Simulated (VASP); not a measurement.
# Sb (P2_1/m) in VASP: further runs

Aim: see how the results for Sb move with the level of theory and the settings. Levels: PBE0(alpha), LDA. Tasks: single point, relaxation of cell and atoms.

All numbers are computed with VASP 6.6.1; they aren't measurements. Logs are shortened: lines on timing, memory, paths and dates and some standing lists are left out, and cuts for length are marked.

### Step 1. Starting point

It takes space group P2_1/m (No. 11, monoclinic). Conventional cell: a = 3.122 Å, b = 4.348 Å, c = 4.406 Å, α = 90.00°, β = 90.51°, γ = 90.00°. Around Sb (site symmetry m) lie 6 Sb at 3.04 to 3.15 Å.

This isn't the form of Sb at room conditions, which is rhombohedral.

### Step 2. Single point, PBE0(alpha)

POSCAR

```
Sb
1.0
    3.1224020000      0.0000000000      0.0000000000
    0.0000000000      4.3475180000      0.0000000000
   -0.0389150000      0.0000000000      4.4058520000
Sb
2
Direct
    0.0113890000      0.2500000000      0.2411660000
    0.9886110000      0.7500000000      0.7588340000
```

INCAR.step1

```
ALGO     = Normal         # electronic algorithm
EDIFF    = 1E-5           # SCF threshold, eV
ENCUT    = 520            # plane-wave cutoff, eV
GGA      = PE             # functional
ISIF     = 2              # what is computed and relaxed
ISMEAR   = -1             # smearing method
LASPH    = True           # aspherical terms in the spheres
LCHARG   = False          # write CHGCAR
LREAL    = False          # projectors in reciprocal space
LWAVE    = True           # write WAVECAR
NELM     = 80             # most SCF steps
PREC     = Accurate       # precision mode
SIGMA    = 0.05           # smearing width, eV
```

INCAR.step2

```
AEXX     = 0.5            # exact-exchange fraction
ALGO     = Normal         # electronic algorithm
EDIFF    = 1E-6           # SCF threshold, eV
ENCUT    = 520            # plane-wave cutoff, eV
GGA      = PE             # functional
HFRCUT   = -1           
ISIF     = 2              # what is computed and relaxed
ISMEAR   = -1             # smearing method
ISTART   = 1            
LASPH    = True           # aspherical terms in the spheres
LCHARG   = False          # write CHGCAR
LHFCALC  = True           # exact exchange
LREAL    = False          # projectors in reciprocal space
LWAVE    = False          # write WAVECAR
NELM     = 80             # most SCF steps
PREC     = Accurate       # precision mode
PRECFOCK = Fast         
SIGMA    = 0.05           # smearing width, eV
```

KPOINTS

```
k-points
0
Gamma
  5 3 3
```

Potentials or basis: VASP PAW PBE potentials, release 64 (Sb).

Launch:

```console
> cat potpaw_PBE.64/Sb/POTCAR > POTCAR
> cp INCAR.step1 INCAR
> mpirun -np 1 vasp_std > vasp.out
> cp INCAR.step2 INCAR
> mpirun -np 1 vasp_std > vasp.out
```

OUTCAR:

```text
AEXX = 0.5
   EDIFF = 1E-6
   ENCUT = 520
   GGA = PE
   ISIF = 2
   ISMEAR = -1
   ISTART = 1
   LASPH = True
   LHFCALC = True
   LREAL = False
   NELM = 80
   PREC = Accurate
   PRECFOCK = Fast

 ion  position               nearest neighbor table
   1  0.011  0.250  0.241-   2 3.04   2 3.04   2 3.15   2 3.15
   2  0.989  0.750  0.759-   1 3.04   1 3.04   1 3.15   1 3.15

  LATTYP: Found a simple monoclinic cell.
 ALAT       =     3.1224020000
 B/A-ratio  =     1.3923633152
 C/A-ratio  =     1.4111007668
 COS(beta)  =    -0.0088322263

  Lattice vectors:

 A1 = (   3.1224020000,   0.0000000000,   0.0000000000)
 A2 = (   0.0000000000,   4.3475180000,   0.0000000000)
 A3 = (  -0.0389150000,   0.0000000000,   4.4058520000)

Analysis of symmetry for initial positions (statically):
=====================================================================
 Subroutine PRICEL returns:
 Original cell was already a primitive cell.

 Routine SETGRP: Setting up the symmetry group for a
 simple monoclinic supercell.

 Subroutine GETGRP returns: Found  4 space group operations
 (whereof  2 operations were pure point group operations)
 out of a pool of  4 trial point group operations.

The static configuration has the point symmetry S_2 .
 The point group associated with its full space group is C_2h.

Analysis of symmetry for dynamics (positions and initial velocities):
=====================================================================
 Subroutine PRICEL returns:
 Original cell was already a primitive cell.

 Routine SETGRP: Setting up the symmetry group for a
 simple monoclinic supercell.

 Subroutine GETGRP returns: Found  4 space group operations
 (whereof  2 operations were pure point group operations)
 out of a pool of  4 trial point group operations.

The dynamic configuration has the point symmetry S_2 .
 The point group associated with its full space group is C_2h.

 Subroutine INISYM returns: Found  4 space group operations
 (whereof  2 operations are pure point group operations),
 and found     1 'primitive' translations

----------------------------------------------------------------------------------------

                                     Primitive cell

  volume of cell :      59.8081

  direct lattice vectors                    reciprocal lattice vectors
     3.122402000  0.000000000  0.000000000     0.320266257  0.000000000  0.002828774
     0.000000000  4.347518000  0.000000000     0.000000000  0.230016299  0.000000000
    -0.038915000  0.000000000  4.405852000     0.000000000  0.000000000  0.226970856

  length of vectors
     3.122402000  4.347518000  4.406023856     0.320278749  0.230016299  0.226970856

  position of ions in fractional coordinates (direct lattice)
     0.011389000  0.250000000  0.241166000
     0.988611000  0.750000000  0.758834000

  ion indices of the primitive-cell ions
   primitive index   ion index
                 1           1
                 2           2

----------------------------------------------------------------------------------------

 KPOINTS: k-points

Automatic generation of k-mesh.
 Grid dimensions read from file:
 generate k-points for:    5    3    3

 Generating k-lattice:

  Cartesian coordinates                     Fractional coordinates (reciprocal lattice)
     0.064053251  0.000000000  0.000565755     0.200000000  0.000000000  0.000000000
     0.000000000  0.076672100  0.000000000     0.000000000  0.333333333  0.000000000
     0.000000000  0.000000000  0.075656952     0.000000000  0.000000000  0.333333333

  Length of vectors
     0.064055750  0.076672100  0.075656952

  Shift w.r.t. Gamma in fractional coordinates (k-lattice)
     0.000000000  0.000000000  0.000000000

 Subroutine IBZKPT returns following result:
 ===========================================

 Found     16 irreducible k-points:

 Following reciprocal coordinates:
            Coordinates               Weight
  0.000000  0.000000  0.000000      1.000000
  0.200000  0.000000 -0.000000      2.000000
  0.400000  0.000000  0.000000      2.000000
  0.000000  0.333333  0.000000      2.000000
  0.200000  0.333333 -0.000000      4.000000
  0.400000  0.333333  0.000000      4.000000
[... 8 lines left out ...]
 -0.400000  0.333333  0.333333      4.000000
 -0.200000  0.333333  0.333333      4.000000
   k-points           NKPTS =     16   k-points in BZ     NKDIM =     45   number of bands    NBANDS=      9
   number of dos      NEDOS =    301   number of ions     NIONS =      2
   total plane-waves  NPLWV =  27648
   dimension x,y,z NGX =    24 NGY =   32 NGZ =   36
   dimension x,y,z NGXF=    48 NGYF=   64 NGZF=   72
   ions per type =               2
   NGX,Y,Z   is equivalent  to a cutoff of  12.78, 12.24, 13.58 a.u.
   NGXF,Y,Z  is equivalent  to a cutoff of  25.56, 24.47, 27.17 a.u.
 SYSTEM =  unknown system
   PREC   = accura    normal or accurate (medium, high low for compatibility)
   ISTART =      1    job   : 0-new  1-cont  2-samecut
[... 24 lines left out ...]
   IALGO  =     38    algorithm
   IMIX   =      1    mixing-type and parameters
     AMIX     =   0.40;   BMIX     =  1.00
     AMIX_MAG =   1.60;   BMIX_MAG =  1.00
  volume/ion in A,a.u.               =      29.90       201.80
  Fermi-wavevector in a.u.,A,eV,Ry     =   0.901893  1.704330 11.067117  0.813410
  Thomas-Fermi vector in A             =   2.025029
   LORBIT       =      0    0 simple, 1 ext, 2 COOP (PROOUT), +10 PAW based schemes
   GGA     = PE    functional components
   LHFCALC =     T    Hartree Fock is set to
   PRECFOCK=fast      Normal, Fast or Accurate (Low or Medium for compatibility)
   ENCUT4O =  -1.0   cutoff for four orbital integrals eV
   NKREDX  =     1    reduce k-point grid by
   NKREDY  =     1    reduce k-point grid by
   NKREDZ  =     1    reduce k-point grid by
   AEXX    =    0.5000 exact exchange contribution
   HFSCREEN=    0.0000 screening length (either q_TF or 0.3 A-1)
   HFSCREENC=   0.0000 screening length for correlation (either q_TF or 0.3 A-1)
   ENCUTFOCK=  -1.0 apply spherical cutoff to Coloumb kernel
   IVDW    =     0    specifies the selected vdW correction
   LEPSILON=     F    determine dielectric tensor
   LRPA    =     F    only Hartree local field effects (RPA)
 non-spin polarized calculation
  energy-cutoff  :      520.00
  volume of cell :       59.81
 maximum number of plane-waves:      1624
  NGX = 14; NGY = 20; NGZ = 20

 number of electron       9.9999999 magnetization

 Free energy of the ion-electron system (eV)
  ---------------------------------------------------
  ext. energy  EPLUGINS =         0.00000000
  ---------------------------------------------------
  free energy    TOTEN  =       -15.20442692 eV

  energy without entropy =      -15.20134529  energy(sigma->0) =      -15.20288610

 E-fermi :   6.6954     XC(G=0):  -5.6284

 val. band max:        6.6954357871   @ k =   0.4000   0.0000   0.3333
 cond. band min:       7.7966927871   @ k =   0.0000   0.3333   0.0000
 fundamental gap:      1.1012570000
 Fermi energy:         6.6954393518

 k-point     1 :       0.0000    0.0000    0.0000
  band No.  band energies     occupation
      1      -9.1468      2.00000
      2      -2.8827      2.00000
      3       1.0504      2.00000
      4       1.1775      2.00000
      5      10.1898      0.00000
      6      11.1286      0.00000
      7      11.8416      0.00000
      8      11.9831      0.00000
      9      15.1068      0.00000

 k-point     2 :       0.2000    0.0000   -0.0000
  band No.  band energies     occupation
      1      -8.5712      2.00000
      2      -2.2717      2.00000
      3       1.6197      2.00000
      4       1.7527      2.00000
      5       4.6109      2.00000
      6      10.7868      0.00000
      7      11.7796      0.00000
      8      12.4329      0.00000
      9      12.5910      0.00000

 k-point     3 :       0.4000    0.0000    0.0000
  band No.  band energies     occupation
      1      -6.7878      2.00000
      2      -0.5090      2.00000
      3      -0.0922      2.00000
      4       2.9790      2.00000
      5       3.0735      2.00000
      6       4.9965      2.00000
      7      12.4052      0.00000
      8      13.6108      0.00000
      9      13.6129      0.00000
[... 133 lines left out ...]
 k-point    15 :      -0.4000    0.3333    0.3333
  band No.  band energies     occupation
      1      -4.9179      2.00000
      2      -3.1409      2.00000
      3       1.1262      2.00000
      4       1.5183      2.00000
      5       2.8783      2.00000
      6       3.6148      2.00000
      7      11.2910      0.00000
      8      12.1939      0.00000
      9      12.6992      0.00000

 k-point    16 :      -0.2000    0.3333    0.3333
  band No.  band energies     occupation
      1      -6.6961      2.00000
      2      -5.0476      2.00000
      3      -0.2436      2.00000
      4       2.0138      2.00000
      5       7.8819      0.00000
      6       9.3362      0.00000
      7      11.0577      0.00000
      8      14.0541      0.00000
      9      15.0535      0.00000

------------------------ aborting loop because EDIFF is reached ----------------------------------------

  FORCE on cell =-STRESS in cart. coord.  units (eV):
  Direction    XX          YY          ZZ          XY          YZ          ZX
  --------------------------------------------------------------------------------------
  -------------------------------------------------------------------------------------
  Total       -1.1568348     -3.9565943     -3.8171636      0.0000000      0.0000000     -0.0121079
  in kB      -30.9900160   -105.9917340   -102.2565765      0.0000000      0.0000000     -0.3243543
  external PRESSURE =     -79.7461088 kB  Pullay stress =       0.0000000 kB

 VOLUME and BASIS-vectors are now :
 -----------------------------------------------------------------------------
  energy-cutoff  :      520.00
  volume of cell :       59.81
      direct lattice vectors                 reciprocal lattice vectors
     3.122402000  0.000000000  0.000000000     0.320266257  0.000000000  0.002828774
     0.000000000  4.347518000  0.000000000     0.000000000  0.230016299  0.000000000
    -0.038915000  0.000000000  4.405852000     0.000000000  0.000000000  0.226970856

 POSITION                                       TOTAL-FORCE (eV/Angst)
 -----------------------------------------------------------------------------------
      0.02618      1.08688      1.06254        -0.116049      0.000000     -0.581300
      3.05731      3.26064      3.34331         0.116049      0.000000      0.581300
 -----------------------------------------------------------------------------------
    total drift:                               -0.000000      0.000000      0.000000

  FREE ENERGIE OF THE ION-ELECTRON SYSTEM (eV)
  ---------------------------------------------------
  free  energy   TOTEN  =       -15.2044269166 eV

  energy  without entropy=      -15.2013452865  energy(sigma->0) =      -15.20288610
```

It took 68 s on 1 thread of Intel Xeon 6975P-C (Granite Rapids), shared host; peak memory 0.17 GiB.

What came out:

- Free energy: -15.2044 eV
- Pressure: -8.0 GPa
- Largest force: 0.593 eV/Å
- Band gap on the k mesh: none (metal or under the smearing width)

Forces on the atoms (eV/Å):
```
Sb  -0.116  0.000 -0.581
Sb   0.116  0.000  0.581
```

Caveat: the k mesh is coarse (spacing up to 0.48 Å⁻¹), so the values aren't converged, least of all with exact exchange; the PAW data sets were made with another functional, which shifts forces and pressure a little. The run has no spin-orbit coupling, so splittings on Sb are missing.

### Step 3. Relaxation of cell and atoms, LDA

INCAR

```
PREC     = Accurate       # precision mode
ENCUT    = 600            # plane-wave cutoff, eV
EDIFF    = 1E-6           # SCF threshold, eV
ISMEAR   = -1             # smearing method
SIGMA    = 0.05           # smearing width, eV
LREAL    = F              # projectors in reciprocal space
LASPH    = T              # aspherical terms in the spheres
NELM     = 100            # most SCF steps
ALGO     = Normal         # electronic algorithm
ISIF     = 3              # what is computed and relaxed
LWAVE    = F              # write WAVECAR
LCHARG   = F              # write CHGCAR
IBRION   = 2              # ionic algorithm
NSW      = 40             # ionic steps
EDIFFG   = -0.01          # ionic threshold
PSTRESS  = 0
```

KPOINTS

```
regular mesh
0
Gamma
  9 6 6
```

POSCAR is that of step 2.

Potentials or basis: VASP PAW LDA potentials, release 64 (Sb).

Launch:

```console
> cat potpaw_LDA.64/Sb/POTCAR > POTCAR
> mpirun -np 1 vasp_std > vasp.out
```

It took 2.7 min on 1 thread of Intel Xeon 6975P-C (Granite Rapids), shared host; peak memory 0.23 GiB.

It converged, with:

* Free energy: -9.5733 eV
* Relaxed volume: 28.15 Å³/atom
* Relaxed cell: a = 3.056 Å, b = 4.276 Å, c = 4.309 Å, α = 90.00°, β = 89.95°, γ = 90.00°
* Space group after relaxing (to 0.05 Å): Pm-3m (No. 221)
* Energy gained by relaxing: 20.3 meV/atom
* Ionic steps: 19
* Pressure after relaxing: 0.0 GPa
* Largest force after relaxing: 0.003 eV/Å
* Band gap on the k mesh: none (metal or under the smearing width)

Forces on the atoms (eV/Å):
```
Sb   0.000  0.000  0.003
Sb   0.000  0.000 -0.003
```

Step by step:
```tsv
step	energy change (eV)	largest force (eV/Å)	pressure (GPa)	volume (Å³)
1	0.0000	0.0434	-3.19	59.81
2	-0.0231	0.1590	2.19	54.80
3	-0.0347	0.1094	0.00	56.54
4	-0.0360	0.0993	0.01	56.49
5	-0.0387	0.0582	0.05	56.33
6	-0.0369	0.0271	0.36	56.01
7	-0.0391	0.0321	0.11	56.22
8	-0.0397	0.0204	-0.14	56.46
9	-0.0398	0.0214	-0.11	56.43
10	-0.0399	0.0176	0.14	56.22
11	-0.0399	0.0184	0.09	56.26
12	-0.0401	0.0165	0.09	56.26
13	-0.0403	0.0209	0.07	56.26
14	-0.0404	0.0195	-0.08	56.40
15	-0.0404	0.0194	-0.09	56.40
16	-0.0405	0.0158	-0.04	56.37
17	-0.0405	0.0105	0.02	56.32
18	-0.0406	0.0051	0.02	56.31
19	-0.0406	0.0031	0.03	56.30
```

Final structure:
```
Sb
1.0
     3.05579    0.00000    0.01478
     0.00000    4.27584    0.00000
    -0.01702    0.00000    4.30895
Sb
2
Direct
  0.00017 0.25000 0.24984
  0.99983 0.75000 0.75016
```

Levels at points of the mesh, in eV from the Fermi level:
| k point | band 3 | band 4 | band 5 | band 6 | band 7 | band 8 |
| --- | --- | --- | --- | --- | --- | --- |
| (0.00, 0.00, 0.00) | -3.96 | -3.86 | 1.86 | 3.10 | 3.28 | 3.32 |
| (0.00, 0.50, 0.00) | -1.62 | -1.62 | -1.11 | -1.11 | 4.91 | 4.91 |
| (0.00, 0.00, 0.50) | -1.57 | -1.56 | -1.03 | -1.02 | 4.89 | 4.89 |
| (0.00, 0.50, 0.50) | -6.11 | -6.11 | 5.29 | 5.29 | 5.50 | 5.50 |

The run has no spin-orbit coupling, so splittings on Sb are missing.

### Step 4. Relaxation of cell and atoms, LDA, target pressure 2 GPa, at which the enthalpy is minimised

Edit INCAR of step 3 so:

```diff
@@ -15,2 +15,2 @@
 EDIFFG   = -0.01          # ionic threshold
-PSTRESS  = 0
+PSTRESS  = 20
```

KPOINTS is that of step 3.

POSCAR is that of step 3.

Launch:

```console
> cat potpaw_LDA.64/Sb/POTCAR > POTCAR
> mpirun -np 1 vasp_std > vasp.out
```

Run time: 2.8 min. Hardware: 1 thread of Intel Xeon 6975P-C (Granite Rapids), shared host; peak memory 0.24 GiB.

The run converged. Its results:

* Free energy: -9.5637 eV
* Relaxed volume: 27.37 Å³/atom
* Relaxed cell: a = 3.023 Å, b = 4.256 Å, c = 4.254 Å, α = 90.00°, β = 90.01°, γ = 90.00°
* Space group after relaxing (to 0.05 Å): Pm-3m (No. 221)
* Energy change on relaxing (the enthalpy is what falls): -15.5 meV/atom
* Ionic steps: 20
* Pressure after relaxing: 2.0 GPa
* Largest force after relaxing: 0.003 eV/Å
* Band gap on the k mesh: none (metal or under the smearing width)

Forces on the atoms (eV/Å):
```
Sb  -0.002  0.000  0.003
Sb   0.002  0.000 -0.003
```

Step by step:
```
step  energy change (eV)  largest force (eV/Å)  pressure (GPa)  volume (Å³)
   1              0.0000                0.0434           -3.19        59.81
   2              0.0608                0.2726            7.06        51.81
   3             -0.0253                0.1613            1.96        54.97
   4             -0.0241                0.1644            2.08        54.88
   5             -0.0258                0.1460            2.10        54.79
   6             -0.0268                0.0799            2.20        54.60
   7             -0.0263                0.0604            2.25        54.55
   8             -0.0326                0.0234            1.70        54.95
   9             -0.0323                0.0244            1.73        54.92
  10             -0.0281                0.0257            2.24        54.58
  11             -0.0304                0.0215            1.99        54.75
  12             -0.0301                0.0204            2.03        54.71
  13             -0.0290                0.0170            2.16        54.61
  14             -0.0292                0.0164            2.16        54.63
  15             -0.0298                0.0150            2.09        54.67
  16             -0.0308                0.0119            1.98        54.74
  17             -0.0327                0.0061            1.77        54.89
  18             -0.0317                0.0092            1.88        54.81
  19             -0.0316                0.0072            1.92        54.79
  20             -0.0310                0.0034            2.00        54.74
```

Final structure:
```
Sb
1.0
     3.02333    0.00000    0.01286
     0.00000    4.25610    0.00000
    -0.01920    0.00000    4.25367
Sb
2
Direct
  0.00090 0.25000 0.24990
  0.99910 0.75000 0.75010
```

Levels at points of the mesh, in eV from the Fermi level:
```csv
k point,band 1,band 2,band 3,band 4,band 5,band 6,band 7,band 8,band 9
"(0.00, 0.00, 0.00)",-13.25,-7.53,-4.06,-4.05,1.74,3.20,3.35,3.35,6.79
"(0.00, 0.50, 0.00)",-11.31,-11.31,-1.67,-1.67,-1.10,-1.10,5.07,5.07,8.01
"(0.00, 0.00, 0.50)",-11.31,-11.30,-1.68,-1.68,-1.11,-1.11,5.07,5.07,8.02
"(0.00, 0.50, 0.50)",-10.49,-10.49,-6.32,-6.32,5.49,5.49,5.65,5.65,8.93
```

Caveat: the cell is relaxed towards a set pressure, so the enthalpy falls and the energy may rise.

### Step 5. The runs side by side

```csv
task,level,potentials or basis,cell,k mesh,cutoff (eV),share of exact exchange,grid for exact exchange (PRECFOCK),exchange at q = 0,target pressure,mesh quality,gap on the mesh (eV),pressure (GPa)
single point,PBE0(alpha),"VASP PAW PBE potentials, release 64 (Sb)",as given,5 × 3 × 3,520,0.5,Fast,truncated,-,coarse,none,-8.0
relaxation of cell and atoms,LDA,"VASP PAW LDA potentials, release 64 (Sb)",relaxed,9 × 6 × 6,600,-,-,-,-,not flagged,none,0.0
relaxation of cell and atoms,LDA,"VASP PAW LDA potentials, release 64 (Sb)",relaxed to 2 GPa,9 × 6 × 6,600,-,-,-,2 GPa,not flagged,none,2.0
```

Alike in all rows: no spin polarisation; smearing fermi-dirac 0.05 eV.

Caveats: some runs use coarse meshes; the PAW data sets were made with another functional, which shifts forces and pressure a little (some runs); the cell is relaxed towards a set pressure, so the enthalpy falls and the energy may rise (some runs).

Total energies depend on the potentials used, so only differences within one code and one set of settings carry meaning.
